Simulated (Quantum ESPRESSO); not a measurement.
V:

```
V
1.0
    -1.51435    1.51435    1.51435
     1.51435   -1.51435    1.51435
     1.51435    1.51435   -1.51435
V
1
Direct
  0.00000 0.00000 0.00000
```

Base run:

| Item | Value |
| --- | --- |
| Program | Quantum ESPRESSO 7.5 |
| Functional | PBEsol |
| Potentials or basis | PseudoDojo 0.4.1 SR PBEsol standard |
| Cutoff | 1143 eV |
| Density cutoff | 4572 eV |
| k mesh | 12 × 12 × 12 |
| Occupations | fermi-dirac, width 0.05 eV |
| Spin | collinear spin, ferromagnetic start |
| Starting moments | [2.0] μB |

Its results: band gap on the k mesh none (metal or under the smearing width); pressure -11.9 GPa; net moment 0.00 μB per cell.

The run is repeated on the same cell with these changes: functional from PBEsol to LDA; potentials or basis from PseudoDojo 0.4.1 SR PBEsol standard to PseudoDojo 0.4.1 SR LDA standard. What comes out?

Band gap on the k mesh none (metal or under the smearing width); pressure -17.6 GPa; net moment 0.00 μB per cell.

Caveats: so large a pressure means that the cell lies far from this level's equilibrium, or that cutoff or potentials fall short (some runs).

Not every run made on this cell is shown here.
